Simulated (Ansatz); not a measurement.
# 3-layer blue phosphorene (AA') in a perpendicular field, part 2 of 2

Wanted: the out-of-plane response of the 3-layer blue phosphorene (AA'). A positive field points along +c.

Ansatz 0.2.0; plane-wave DFT, PBE-D3(BJ), Ansatz PAW.

So far. Step 2 (Relaxing the slab): The lattice constant a goes from 3.280 to 3.249 Å.

**3. Single point, field 0, start network**

A sawtooth potential applies the field, turning back in the middle of the vacuum. With the dipole correction the typed value is the field outside the slab. The induced dipole is small, so the SCF threshold is tight.

The cell differs from the one that the last finished run ended in (c 51.220 → 29.560 Å).

input.yaml

```yaml
crystal:
  lattice:
    - [3.2488749968, 0.0, 0.0]
    - [-1.6244374984, 2.813608281, 0.0]
    - [0.0, 0.0, 29.560332899]
  atoms:
    - { symbol: P, position: [0.6666666667, 0.3333333333, 0.3044620651] }
    - { symbol: P, position: [0.3333333333, 0.6666666667, 0.3466342737] }
    - { symbol: P, position: [0.3333333333, 0.6666666667, 0.4789168238] }
    - { symbol: P, position: [0.6666666667, 0.3333333333, 0.5210831762] }
    - { symbol: P, position: [0.6666666667, 0.3333333333, 0.6533657263] }
    - { symbol: P, position: [0.3333333333, 0.6666666667, 0.6955379349] }
kpoints:
  mp_grid: { grid: [18, 18, 1] }
  band_path:
    path: [[0, 0, 0], [0.5, 0, 0], [0.33333333, 0.33333333, 0], [0, 0, 0]]
    npoints: 16
hamiltonian:
  xc: pbe
  dispersion: d3bj
scf:
  occupations: { method: fermi_dirac, width: 0.02585 }
  convergence: { dr2_threshold: 1.0e-10 }
efield:
  axis: 3
  dipole_correction: true
  ramp_position: 0.97
  ramp_width: 0.06
  amplitude: 0
output:
  dos: { projected: true, e_range: [-6, 5] }
  write_potential: true
  write_density: true
  volumetric_format: npy
  elf: true
```

The run is started by

```sh
$ ansatz run input.yaml --threads 2 --pin off --max-ram 3072MiB --backend cpu --events-out ev --progress --plain --runs-dir out
```

Numbers of over 12 decimals in the logs are rounded to 6 here.

What it wrote:

```text
[...]
Crystal: 6 atoms, lattice volume = 270.213 Å³
Basis set: ecut = 420 eV, 5379 PW (Γ)
Bands: 21, of which v1, the nominal top of the filled ones, is band 15 counted from 1 (14 counted from 0)
Symmetry: 6 space group operations
k-points: 37 of 324 (time reversal used)
[...]
SCF iter   1: F=—  HF=-4535.462773 eV  |F-HF|=—  |Δ(HF+E_count)|=         —  Δρ=1.76e-3  dr2=1.92e-2  ethr=1.77e-3  p=0.000 e·Å  D=2.31e-14 V/Å  ΔV_dip=-0.00 eV  dr2_dipole=5.43e-9  V_vac-E_F(+/−)=4.91/4.91 eV  ⟨swp⟩=11.4  Hψ=6201  notcnv=0
efield: sawtooth ramp at fractional position 0.9700 (set: `efield.ramp_position`, or a place that a band, a saddle search or an elastic batch's reference lends), width 0.0600; the density the first Hamiltonian is built on has a dipole p = 0.000 e·Å; the dipole correction subtracts the counter field D = 2.31e-14 V/Å, which shifts the + side's vacuum level by -0.00 eV against the − side's; the planar-averaged density in the ramp window peaks in size at 2.8e-6 e/Å³
[...]
SCF iter   2: F=—  HF=-4535.470109 eV  |F-HF|=—  |Δ(HF+E_count)|=   7.34e-3  Δρ=1.84e-3  dr2=7.76e-2  ethr=6.39e-5  p=-0.000 e·Å  D=-4.26e-5 V/Å  ΔV_dip=0.00 eV  dr2_dipole=6.41e-8  V_vac-E_F(+/−)=5.26/5.26 eV  ⟨swp⟩=4.7  Hψ=2154  notcnv=0  defer=66
[...]
SCF iter  12: F=-4535.460686 eV  HF=-4535.460686 eV  |F-HF|=5.46e-12  |Δ(HF+E_count)|=  1.87e-10  Δρ=8.29e-8  dr2=3.80e-11  ethr=1.00e-12  p=0.000 e·Å  D=1.71e-7 V/Å  ΔV_dip=-0.00 eV  dr2_dipole=6.95e-13  V_vac-E_F(+/−)=5.06/5.06 eV  ⟨swp⟩=8.6  Hψ=3458  notcnv=0
SCF 1 converged in 12 iterations: F = -4535.460686 eV  dr2 = 3.80e-11
[...]
NSCF: frozen V_eff on 49 k-points
efield: sawtooth ramp at fractional position 0.9700 (kept from the solve that this one continues, or follows in the run), width 0.0600; the density the first Hamiltonian is built on has a dipole p = 0.000 e·Å; the dipole correction subtracts the counter field D = 1.71e-7 V/Å, which shifts the + side's vacuum level by -0.00 eV against the − side's; the planar-averaged density in the ramp window peaks in size at 7.6e-8 e/Å³
WARN: The output density's exchange-correlation potential varies sharply where the density is thin. Do not read a vacuum level from v_tot or v_xc, or from such a field of the output density. On a cell that repeats whose density bears no net charge and no dipole along the vacuum's axis use v_es (v_loc + v_h of the components); under efield.dipole_correction with no amplitude use v_es + v_field, which holds any externa [...]
SCF converged after 12 iterations
Free energy (F): -4535.460686 eV
[...]
Internal energy: -4535.460686 eV  (E = F + TS)
E sigma→0 (E₀):  -4535.460686 eV
Fermi energy:    0.208622 eV
Dipole field:    D = -0.000001 V/Å  (p = -0.000001 e·Å, saw-weighted, corrected)
Work function:   Φ+ = 5.0551 eV   Φ− = 5.0551 eV
Levels:          The Fermi level and band energies are counted from a zero that moves with the ramp; work functions are not
[...]
--- Band table (eV; the first three rows and the last of 37) ---
  k-point 0: bands = [... 11 lower, -0.9303, -0.9266, -0.9266, -0.6916, 3.0692, 3.0692, 3.0854, 3.0973, ... 2 higher]
  k-point 1: bands = [... 11 lower, -1.0669, -1.0520, -1.0482, -0.6652, 2.9229, 2.9577, 2.9800, 3.2224, ... 2 higher]
  k-point 2: bands = [... 11 lower, -1.3584, -1.3543, -1.2771, -0.5977, 2.5380, 2.5833, 2.6188, 3.6002, ... 2 higher]
  k-point 36: bands = [... 11 lower, -2.6606, -2.6606, -2.4360, -2.4360, 0.9594, 1.1784, 1.3912, 4.1116, ... 2 higher]
```

Wall time 37 s (2 threads of AMD EPYC (Zen 3), shared host); peak memory 0.58 GiB; 72 s of CPU time.

Numbers from this step:

```yaml
gap_on_the_k_mesh: 1.279 eV
dipole_along_the_normal: -1.18e-6 e·Å
gap_along_the_path: 1.264 eV
smallest_direct_gap_along_the_path: 1.623 eV
ionisation_energy_upper_face: 5.707 eV
electron_affinity_upper_face: 4.444 eV
gap_the_smaller_of_path_and_mesh: 1.264 eV
```

Running mean over a fixed 2.5 Å (it still follows the layers) of the planar mean; the ramp of the sawtooth is left out. Table of electron's electrostatic potential energy less the Fermi level by z:

| z (Å) | electron's electrostatic potential energy less the Fermi level (eV) |
| --- | --- |
| 4 | 5.05 |
| 5 | 5.05 |
| 6 | 5.01 |
| 7 | 4.23 |
| 8 | -1.39 |
| 9 | -7.77 |
| 10 | -9.24 |
| 11 | -3.05 |
| 12 | 2.85 |
| 13 | -0.431 |
| 14 | -6.75 |
| 15 | -9.91 |
| 16 | -3.98 |
| 17 | 2.27 |
| 18 | 0.628 |
| 19 | -5.70 |
| 20 | -10.3 |
| 21 | -4.87 |
| 22 | 1.69 |
| 23 | 4.82 |
| 24 | 5.04 |
| 25 | 5.05 |
| 26 | 5.06 |

The density of states has structure finer than the step of the table below, so its rows give means over 0.2 eV, whole bins alone (the curve runs from -6 to 2.52 eV). Peaks (eV: height): -5.06: 9.05, -1.67: 8.56, -1.62: 8.98, -1.18: 6.27, -0.68: 10.2, 1.88: 5.97, 2.13: 5.85.

The density of states by energy, zero at the Fermi level of the run, which the smearing sets inside the gap; means over each step:

energy (eV), density of states (states/eV a cell) and a bar:
```
     -5.8        1.0 #####
     -5.6        1.0 #####
     -5.4        2.4 ############
     -5.2        5.4 ###########################
     -5.0        6.0 ##############################
     -4.8        3.3 #################
     -4.6        3.2 ################
     -4.4        3.2 ################
     -4.2        3.0 ###############
     -4.0        3.5 ##################
     -3.8        3.8 ###################
     -3.6        4.2 #####################
     -3.4        4.1 #####################
     -3.2        2.6 #############
     -3.0        1.9 #########
     -2.8        1.9 #########
     -2.6        3.1 ###############
     -2.4        3.9 ####################
     -2.2        4.5 #######################
     -2.0        4.2 #####################
     -1.8        4.9 #########################
     -1.6        4.8 ########################
     -1.4        3.4 #################
     -1.2        3.8 ###################
     -1.0        0.8 ####
     -0.8        2.6 #############
     -0.6        1.6 ########
     -0.4        0.0 
     -0.2        0.0 
      0.0        0.0 
      0.2        0.0 
      0.4        0.0 
      0.6        0.1 #
      0.8        1.1 ######
      1.0        2.5 #############
      1.2        3.4 #################
      1.4        3.6 ##################
      1.6        4.1 #####################
      1.8        3.9 ####################
      2.0        4.3 #####################
      2.2        4.0 ####################
      2.4        3.9 ####################
```

Projected DOS per atom over height of the atomic layer and energy from the Fermi level. Layers: P P P P P P from below.

Ten even steps from '0' (0.00 states/eV) to '9' (0.91 states/eV), each cell a mean:
```
665566
776677
666666
555555
112211
000000
000000
000000
225522
552255
776677
779977
777777
435534
333333
777777
666666
555555
555555
999999
345543
111111
```
Columns: height of the atomic layer (Å) from 9 to 20.6 (not evenly spaced); rows upwards: energy from the Fermi level (eV) from -5.96 to 2.5.

The electronic bands at the labelled points (eV, zero at the Fermi level of the run, which the smearing sets inside the gap):

```
  point  band 12  band 13  band 14  band 15  band 16  band 17  band 18  band 19
      Γ    -1.14    -1.14    -1.14    -0.90     2.86     2.86     2.88     2.89
halfway    -2.52    -1.71    -1.20    -0.70     1.07     1.19     1.32     3.73
      M    -3.35    -2.77    -2.53    -2.31     0.83     0.93     0.99     1.87
halfway    -3.51    -2.68    -2.45    -2.24     1.52     1.82     2.09     3.06
      K    -2.87    -2.87    -2.64    -2.64     0.75     0.97     1.18     3.90
halfway    -3.84    -1.61    -1.15    -0.70     2.18     2.42     2.72     3.08
      Γ    -1.14    -1.14    -1.14    -0.90     2.86     2.86     2.88     2.89
```

ELF in the ca plane at fractional y = 0.333, with atoms of P within 0.2 Å of it. It is the smooth field of the valence electrons, not physical close to the nuclei.

Ten even steps from '0' (0.00) to '9' (0.97), each cell a mean:
```
77543210002345777788610488877765321000000000
56421000000024652499820699713652100000000000
25310000000013520189820699500442000000000000
56421000000124653499820699724653100000000000
77654310013446777788510378877765432100000000
66667630036766665443100023445666775310000000
45678740037876543110000000124566787420000000
66667620026766665543200134456666765310000000
```
Columns run along c (16.0 Å, from fractional 0.32 to 0.86 of the cell), rows up along a (3.2 Å). Atoms in or near the plane, at fractional coordinates: P at (0.52, 0.67), P at (0.65, 0.67).

Electrostatic potential energy in the ca plane at fractional y = 0.333, with atoms of P within 0.2 Å of it. With pseudopotentials it is smooth inside the atoms' cores, unlike the true potential.

Ten even steps from '0' (-58 eV) to '9' (5 eV), each cell a mean:
```
78899999999998875679999998656889999999999999
27899999999998720048999996201589999999999999
06899999999998610038999985000489999999999999
37899999999998730158999997201589999999999999
78899999999998876689999998766888999999999999
88889999999988888999999999988888899999999999
88788999999887889999999999999877899999999999
88889999999988888899999999988888899999999999
```
Columns run along c (16.0 Å, from fractional 0.32 to 0.86 of the cell; values clipped at the 3rd and 97th percentile), rows up along a (3.2 Å). Atoms in or near the plane, at fractional coordinates: P at (0.52, 0.67), P at (0.65, 0.67).

Valence density in the ca plane at fractional y = 0.333, with atoms of P within 0.2 Å of it. It is the smooth field of the valence electrons, not physical close to the nuclei.

Ten even steps from '0' (0.00 e/Å³) to '9' (0.72 e/Å³), each cell a mean:
```
86421000000124688752100014688753210000000000
87310000000013785795200138857852100000000000
67310000000013661496200149714752100000000000
97421000000123796785100137868852100000000000
86431000000134688752100013678753210000000000
55542100001245554311000001234554310000000000
45553100001345542110000000123455420000000000
55542100001245554321000001245554310000000000
```
Columns run along c (16.0 Å, from fractional 0.32 to 0.86 of the cell), rows up along a (3.2 Å). Atoms in or near the plane, at fractional coordinates: P at (0.52, 0.67), P at (0.65, 0.67).

The gap is 1.26 eV, with the valence edge 5.71 eV and the conduction edge 4.44 eV under the upper vacuum level.

**4. Atoms held, field 0.1 V/Å**

Changes to input.yaml since step 3:

```diff
@@ -26,7 +26,6 @@
   dipole_correction: true
-  ramp_position: 0.97
-  ramp_width: 0.06
-  amplitude: 0
+  ramp_position: 0.9584
+  ramp_width: 0.0832
+  amplitude: 0.1
 output:
-  dos: { projected: true, e_range: [-6, 5] }
   write_potential: true
@@ -34,2 +33 @@
   volumetric_format: npy
-  elf: true
```

What it wrote:

```text
[...]
Crystal: 6 atoms, lattice volume = 270.213 Å³
Basis set: ecut = 420 eV, 5379 PW (Γ)
Bands: 21, of which v1, the nominal top of the filled ones, is band 15 counted from 1 (14 counted from 0)
Symmetry: 6 space group operations
k-points: 37 of 324 (time reversal used)
[...]
k-point 0: bands = [... 11 lower, -0.9418, -0.7943, -0.7943, -0.6786, 2.9587, 2.9587, 2.9887, 3.0851, ... 2 higher]
  k-point 1: bands = [... 11 lower, -1.1890, -1.0635, -0.9160, -0.6521, 2.8171, 2.9463, 3.0958, 3.1130, ... 2 higher]
  k-point 2: bands = [... 11 lower, -1.3699, -1.2764, -1.2223, -0.5843, 2.4403, 2.5734, 2.7250, 3.4948, ... 2 higher]
  k-point 36: bands = [... 11 lower, -2.7938, -2.5394, -2.4790, -2.3604, 0.9220, 1.1724, 1.4331, 4.0812, ... 2 higher]
[key lines of the parts left out:]
SCF converged after 13 iterations
Free energy (F): -4535.463554 eV
Fermi energy:    0.196991 eV
Dipole field:    D = 0.038415 V/Å  (p = 0.057365 e·Å, saw-weighted, corrected)
```

Run time: 39 s. Hardware: 2 threads; peak memory 0.56 GiB; 76 s of CPU time.

The dipole is 0.0574 e·Å, and the gap 1.207 eV.

**5. Single point, field -0.1 V/Å**

Changes to input.yaml since step 4:

```diff
@@ -28,3 +28,3 @@
   ramp_width: 0.0832
-  amplitude: 0.1
+  amplitude: -0.1
 output:
```

What it wrote:

```text
[...]
Crystal: 6 atoms, lattice volume = 270.213 Å³
Basis set: ecut = 420 eV, 5379 PW (Γ)
Bands: 21, of which v1, the nominal top of the filled ones, is band 15 counted from 1 (14 counted from 0)
Symmetry: 6 space group operations
k-points: 37 of 324 (time reversal used)
[...]
k-point 0: bands = [... 11 lower, -0.9417, -0.7942, -0.7942, -0.6786, 2.9587, 2.9587, 2.9887, 3.0851, ... 2 higher]
  k-point 1: bands = [... 11 lower, -1.1890, -1.0635, -0.9160, -0.6521, 2.8170, 2.9463, 3.0958, 3.1130, ... 2 higher]
  k-point 2: bands = [... 11 lower, -1.3699, -1.2764, -1.2223, -0.5843, 2.4403, 2.5734, 2.7250, 3.4948, ... 2 higher]
  k-point 36: bands = [... 11 lower, -2.7938, -2.5394, -2.4790, -2.3604, 0.9220, 1.1724, 1.4331, 4.0812, ... 2 higher]
[key lines of the parts left out:]
SCF converged after 13 iterations
Free energy (F): -4535.463554 eV
Fermi energy:    0.196991 eV
Dipole field:    D = -0.038417 V/Å  (p = -0.057367 e·Å, saw-weighted, corrected)
```

Wall time 33 s (2 threads); peak memory 0.56 GiB.

The dipole is -0.0574 e·Å, and the gap 1.207 eV.

**6. Atoms held, field 0.2 V/Å**

Changes to input.yaml since step 5:

```diff
@@ -28,3 +28,3 @@
   ramp_width: 0.0832
-  amplitude: -0.1
+  amplitude: 0.2
 output:
```

What it wrote:

```text
[...]
Crystal: 6 atoms, lattice volume = 270.213 Å³
Basis set: ecut = 420 eV, 5379 PW (Γ)
Bands: 21, of which v1, the nominal top of the filled ones, is band 15 counted from 1 (14 counted from 0)
Symmetry: 6 space group operations
k-points: 37 of 324 (time reversal used)
[...]
k-point 0: bands = [... 11 lower, -0.9432, -0.6598, -0.6598, -0.6413, 2.8224, 2.8224, 2.8534, 3.0834, ... 2 higher]
  k-point 1: bands = [... 11 lower, -1.1067, -1.0650, -0.7815, -0.6144, 2.6811, 2.9444, 2.9768, 3.2290, ... 2 higher]
  k-point 2: bands = [... 11 lower, -1.3714, -1.2749, -1.0879, -0.5456, 2.3058, 2.5714, 2.8572, 3.3591, ... 2 higher]
  k-point 36: bands = [... 11 lower, -2.8187, -2.5554, -2.3712, -2.2706, 0.8314, 1.1646, 1.5273, 4.0227, ... 2 higher]
[key lines of the parts left out:]
SCF converged after 16 iterations
Free energy (F): -4535.472163 eV
Fermi energy:    0.173465 eV
Dipole field:    D = 0.076883 V/Å  (p = 0.114809 e·Å, saw-weighted, corrected)
```

Elapsed: 42 s, on 2 threads; peak memory 0.56 GiB.

The dipole is 0.115 e·Å, and the gap 1.066 eV.

**7. Atoms held, field 0.3 V/Å**

Changes to input.yaml since step 6:

```diff
@@ -26,5 +26,5 @@
   dipole_correction: true
-  ramp_position: 0.9584
-  ramp_width: 0.0832
-  amplitude: 0.2
+  ramp_position: 0.956
+  ramp_width: 0.0881
+  amplitude: 0.3
 output:
```

What it wrote:

```text
[...]
Crystal: 6 atoms, lattice volume = 270.213 Å³
Basis set: ecut = 420 eV, 5379 PW (Γ)
Bands: 21, of which v1, the nominal top of the filled ones, is band 15 counted from 1 (14 counted from 0)
Symmetry: 6 space group operations
k-points: 37 of 324 (time reversal used)
[...]
k-point 0: bands = [... 11 lower, -0.9460, -0.5839, -0.5275, -0.5275, 2.6853, 2.6853, 2.7143, 3.0807, ... 2 higher]
  k-point 1: bands = [... 11 lower, -1.0677, -0.9742, -0.6492, -0.5566, 2.5439, 2.8397, 2.9414, 3.1350, ... 2 higher]
  k-point 2: bands = [... 11 lower, -1.3741, -1.2739, -0.9556, -0.4863, 2.1690, 2.5684, 2.9888, 3.2221, ... 2 higher]
  k-point 36: bands = [... 11 lower, -2.7920, -2.5907, -2.2354, -2.1714, 0.7167, 1.1585, 1.6402, 3.9437, ... 2 higher]
[key lines of the parts left out:]
SCF converged after 19 iterations
Free energy (F): -4535.486520 eV
Fermi energy:    0.150307 eV
Dipole field:    D = 0.115432 V/Å  (p = 0.172373 e·Å, saw-weighted, corrected)
```

The job ended after 44 s (2 threads; peak memory 0.56 GiB).

The dipole is 0.172 e·Å, and the gap 0.879 eV.

**8. Response, atoms held**

This step: plane-wave DFT, PBE-D3(BJ), Ansatz PAW; response to a field along the normal, atoms held (Ansatz 0.2.0).

The dipoles give the slope, and the difference of two potentials shows where the field is screened.

Numbers from this step:

```yaml
equivalent_conductor_thickness_p_eps_0ae: 11.36 Å
distance_between_the_outer_atoms: 11.56 Å
```

Dipole of the cell against applied field:

```csv
applied field (V/Å),dipole of the cell (e·Å)
-0.100,-0.0574
0.000,-1.2e-6
0.100,0.0574
0.200,0.115
0.300,0.172
```

Local field over the applied field, running mean. From the potentials at -0.1 and 0.1 V/Å; running mean over 2.8 Å. The local field over applied field by z:

```csv
z (Å),local field over applied field
5,0.991
6,0.941
7,0.741
8,0.421
9,0.138
10,0.0915
11,0.290
12,0.443
13,0.377
14,0.154
15,0.0747
16,0.252
17,0.435
18,0.402
19,0.187
20,0.0727
21,0.244
22,0.566
23,0.854
24,0.974
25,0.996
```

Electrons, planar mean, per unit field. Table of induced electron density by z:

```
z (Å)  induced electron density (e/Å³ per V/Å)
  4.5                                   1.1e-5
  5.0                                   3.3e-5
  5.5                                   9.2e-5
  6.0                                   2.5e-4
  6.5                                   6.2e-4
  7.0                                  0.00144
  7.5                                  0.00278
  8.0                                  0.00339
  8.5                                  0.00144
  9.0                                   8.9e-4
  9.5                                   3.6e-4
 10.0                                  -8.4e-4
 10.5                                  -5.5e-4
 11.0                                 -0.00257
 11.5                                 -0.00279
 12.0                                  -8.6e-4
 12.5                                  0.00127
 13.0                                  0.00299
 13.5                                  0.00215
 14.0                                   6.1e-4
 14.5                                   7.3e-4
 15.0                                  -6.0e-4
 15.5                                  -6.1e-4
 16.0                                 -0.00187
 16.5                                 -0.00304
 17.0                                 -0.00153
 17.5                                   6.1e-4
 18.0                                  0.00261
 18.5                                  0.00280
 19.0                                   7.0e-4
 19.5                                   8.4e-4
 20.0                                  -1.4e-4
 20.5                                  -9.3e-4
 21.0                                 -0.00117
 21.5                                 -0.00327
 22.0                                 -0.00294
 22.5                                 -0.00157
 23.0                                  -6.9e-4
 23.5                                  -2.8e-4
 24.0                                  -1.0e-4
 24.5                                  -3.7e-5
 25.0                                  -1.3e-5
```

The smaller of the gaps on the path and on the k-mesh, counted as 0 under 0.03 eV. Table of gap by applied field:

```csv
applied field (V/Å),gap (eV)
-0.100,1.21
0.000,1.26
0.100,1.21
0.200,1.07
0.300,0.878
```

By hand: between -0.1 and 0.1 V/Å the dipole changes by 0.1147 e·Å, a slope of 0.5737 e·Å²/V. A perfect conductor of thickness t has p = ε₀AEt, so t = 180.95 × 0.5737 / 9.141 = 11.36 Å (e/ε₀ = 180.95 V·Å, A in Å²).

The induced dipole is that of a conductor 11.36 Å thick.

**9. Outcome**

| Property | Result |
| --- | --- |
| gap without field | 1.26 eV |
| ionisation energy, upper face | 5.71 eV |
| electron affinity, upper face | 4.44 eV |
| equivalent conductor thickness, atoms held | 11.4 Å |

**Reading.** The induced dipole equals that of a perfect conductor 11.36 Å thick, while the outer atoms lie 11.56 Å apart; an out-of-plane ε follows only once a thickness t is chosen, by 1 − 1/ε = 11.36 Å / t. The gap goes from 1.26 eV to 0.88 eV at 0.3 V/Å. With the field reversed the gap is 1.21 eV at -0.1 V/Å. Semilocal functionals give gaps that are too small, and excitons are not included.

[Logs are printed without paths, hosts, clocks, repeated set-up lines and the standing remarks that a program may print on its own settings, such as how far it seeks lower states.]

[Hosts, paths, dates, database ids (printed as entryN), source tags and the programs' standing remarks are cut or masked in the printed files.]

[Maps of the electrostatic potential energy from Ansatz leave out the sawtooth potential of an applied field or a dipole correction, so their vacuum need not be flat; planar profiles and work functions include it.]
